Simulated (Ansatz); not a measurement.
Cd, space group P6_3/mmc, a relaxation of the ions

Computed with the Python package of Ansatz (0.2.0).

Run as a notebook:

**Cell 1**
```python
from pathlib import Path
import json

import ansatz as az
from ase import Atoms
from ase.data import atomic_numbers
from ase.neighborlist import neighbor_list
import numpy as np
import spglib
```

**Cell 2**
```python
CUTOFF_EV = 320
KMESH = (4, 4, 2)
MAX_ITERATIONS = 80
EXTRA_BANDS = 4
FUNCTIONAL = "revpbe"
FORCE_TOL = 0.01
```

**Cell 3**
```python
atoms = Atoms(
    ["Cd", "Cd"],
    scaled_positions=[
        (1 / 3, 2 / 3, 0.25),
        (2 / 3, 1 / 3, 0.75),
    ],
    cell=[
        (2.97887, 0.0, 0.0),
        (-1.48944, 2.57978, 0.0),
        (0.0, 0.0, 5.61765),
    ],
    pbc=True,
)
system = az.Crystal.from_ase(atoms)
# a displaced start
```

**Cell 4**
```python
calculation = (
    system.move(0, to=(0.33759, 0.65504, 0.25534)).calculation()
    .occupations(az.OccupationsMethod.GAUSSIAN)
    .basis(CUTOFF_EV)
    .mixing("broyden")
    .kpoints(*KMESH)
    .scf(max_iterations=MAX_ITERATIONS, extra_bands=EXTRA_BANDS)
    .functional(FUNCTIONAL)
    .relax(force_tolerance=FORCE_TOL, max_steps=40)
    .density()
    .potential()
    .electron_localization_function()
    .output_files(volumetric_format="npy")
)
done = calculation.run(threads=1, events_out="cd.ndjson")
with open("cd.ndjson") as stream:
    events = [json.loads(line) for line in stream]
steps = [e["data"] for e in events if e["event"] == "relax_step"]
report = done.report
```
Output:
```text
DeckWarning: basis.ecutwfc = 320 eV is below the records' recommended 420 eV, and the density's cutoff is lower with it unless basis.ecutrho_ratio is high enough to keep the records' density cutoff: compare with a run at a higher cutoff
```

**Cell 5**
```python
report["kweights"]
```
Output:
```text
[0.03125, 0.03125, 0.0625, 0.0625, 0.03125, 0.03125, 0.0625, 0.0625, 0.0625, 0.0625, 0.0625, 0.0625,
 0.0625, 0.0625, 0.03125, 0.03125, 0.0625, 0.0625, 0.03125, 0.03125]
```

**Cell 6**
```python
for s in steps:
    flag = "" if s["accepted"] else "  (rejected)"
    print("step %2d  E = %.5f eV  largest force component = %.4f eV/A%s" % (s["step"], s["lagrangian_ev"], s["allowed_force_max_ev_ang"], flag))
```
Output:
```text
step  1  E = -16520.73482 eV  largest force component = 0.0550 eV/A
step  2  E = -16520.73597 eV  largest force component = 0.0084 eV/A
step  3  E = -16520.73597 eV  largest force component = 0.0084 eV/A
```

**Cell 7**
```python
first, last = steps[0], steps[-1]
symbols = [site.symbol for site in done.lattice.sites]
print(f"energy gained {first['lagrangian_ev'] - last['lagrangian_ev']:.4f} eV in {len(steps) - 1} steps")
```
Output:
```text
energy gained 0.0012 eV in 2 steps
```

**Cell 8**
```python
moved = np.linalg.norm(np.array(last["positions_ang"]) - np.array(first["positions_ang"]), axis=1)
print("displacement by atom (A):", " ".join(f"{s}:{d:.3f}" for s, d in zip(symbols, moved)))
```
Output:
```text
displacement by atom (A): Cd:0.024 Cd:0.024
```

**Cell 9**
```python
final = Atoms(symbols, positions=last["positions_ang"], cell=done.lattice.cell_ang, pbc=True)
i, j, d = neighbor_list("ijd", final, 4.5)
print("neighbours within 1.1 times the shortest distance of each atom (A)")
for atom in range(len(final)):
    near = [m for m in np.argsort(d) if i[m] == atom]
    shell = [m for m in near if d[m] < 1.1 * d[near[0]]]
    print(f"{symbols[atom]}{atom} ({len(shell)}):", ", ".join(f"{symbols[j[m]]} {d[m]:.3f}" for m in shell))
```
Output:
```text
neighbours within 1.1 times the shortest distance of each atom (A)
Cd0 (6): Cd 2.979, Cd 2.979, Cd 2.979, Cd 2.979, Cd 2.979, Cd 2.979
Cd1 (6): Cd 2.979, Cd 2.979, Cd 2.979, Cd 2.979, Cd 2.979, Cd 2.979
```

**Cell 10**
```python
fractions = [site.position_frac for site in done.lattice.sites]
numbers = [atomic_numbers[s] for s in symbols]
for tolerance in (1e-3, 1e-2, 1e-1):
    print(f"space group at {tolerance} A:", spglib.get_spacegroup((done.lattice.cell_ang, fractions, numbers), symprec=tolerance))
```
Output:
```text
space group at 0.001 A: P-1 (2)
space group at 0.01 A: C2/m (12)
space group at 0.1 A: P6_3/mmc (194)
```

**Cell 11**
```python
print("relaxed fractional positions")
for site in done.lattice.sites:
    print(f"  {site.symbol:2s}", " ".join(f"{v % 1:8.5f}" for v in np.round(site.position_frac, 5)))
```
Output:
```text
relaxed fractional positions
  Cd  0.33584  0.65963  0.25226
  Cd  0.66841  0.32874  0.75308
```

**Cell 12**
```python
for key in ("converged", "n_iterations", "n_electrons", "n_kpoints", "n_pw", "n_symmetry_ops", "free_energy_ev", "fermi_energy_ev"):
    print(f"{key:18s} {report[key]}")
```
Output:
```text
converged          True
n_iterations       2
n_electrons        40.0
n_kpoints          20
n_pw               563
n_symmetry_ops     2
free_energy_ev     -16520.735971016762
fermi_energy_ev    13.975839763291518
```

**Cell 13**
```python
folder = Path(done.write_results("fields"))
print("densities in e/A^3, potentials in eV, ELF without unit")
for name in sorted(p.name for p in folder.glob("*.npy")):
    field = np.load(folder / name)
    print(f"{name:16s} {str(field.shape):16s} min {field.min():10.4f}  mean {field.mean():10.4f}  max {field.max():10.4f}")
```
Output:
```text
densities in e/A^3, potentials in eV, ELF without unit
elf.npy          (18, 18, 36)     min     0.1572  mean     0.2481  max     0.9212
rho.npy          (18, 18, 36)     min     0.0701  mean     0.9266  max    26.4970
v_es.npy         (18, 18, 36)     min   -23.9215  mean     9.8960  max    17.6476
v_tot.npy        (18, 18, 36)     min   -57.3232  mean    -0.8708  max    10.6003
```

Reading the output:
- The settings weren't tested for convergence.
- The cutoff lies under the one recommended for these potentials.
- For a metal this mesh is far too coarse, so the numbers only illustrate the procedure.
- An absolute Fermi energy rests on an arbitrary zero of the periodic potential and has no direct meaning.
- Energies along a relaxation are free energies. A last row that repeats the one before re-solves the same geometry more tightly.
- Densities and potentials on the grid are those of the valence electrons, and inside the cores they hang on the potentials used.
- Warnings are shown shortened and without file and line.
- Finished in 3 s on 1 thread of Intel(R) Xeon(R) Platinum 8259CL CPU @ 2.50GHz (Skylake/Cascade Lake), on a shared host, peak memory 0.42 GiB.

(Lines on the test bed's own set-up are left out of the output.)
